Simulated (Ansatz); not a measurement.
# HgTe in Ansatz: the effect of functional

The system is HgTe.

```
Hg Te
1.0
    -3.00444    3.00444    1.53833
     3.00444   -3.00444    1.53833
     3.00444    3.00444   -1.53833
Hg Te
1 1
Direct
  0.75000 0.25000 0.50000
  0.00000 0.00000 0.00000
```

Measurements of this composition are mostly on another form, of space group No. 216.

The cell isn't the ideal one: volume scaled by 0.96.

Alike in all runs:

| Property | Result |
| --- | --- |
| Program | Ansatz 0.2.0 |
| Task | single point |
| Potentials or basis | Ansatz PAW |
| k mesh | 10 × 10 × 10 |
| Occupations | fermi-dirac, width 0.05 eV |
| Spin | no spin polarisation |

```tsv
functional	cutoff	pressure (GPa)
LDA	420 eV (not typed: the program's choice for these potentials)	-3.4
PBEsol	420 eV (not typed: the program's choice for these potentials)	-1.7
r2SCAN	500 eV (not typed: the program's choice for these potentials)	?
```

Task: What does the run with functional r2SCAN give?

Result: Pressure 0.8 GPa.

Caveats: the PAW data sets come from PBE, with cores solved anew for the run's functional, which leaves a small shift of forces and pressure.

Runs at the PBE level aren't shown here.
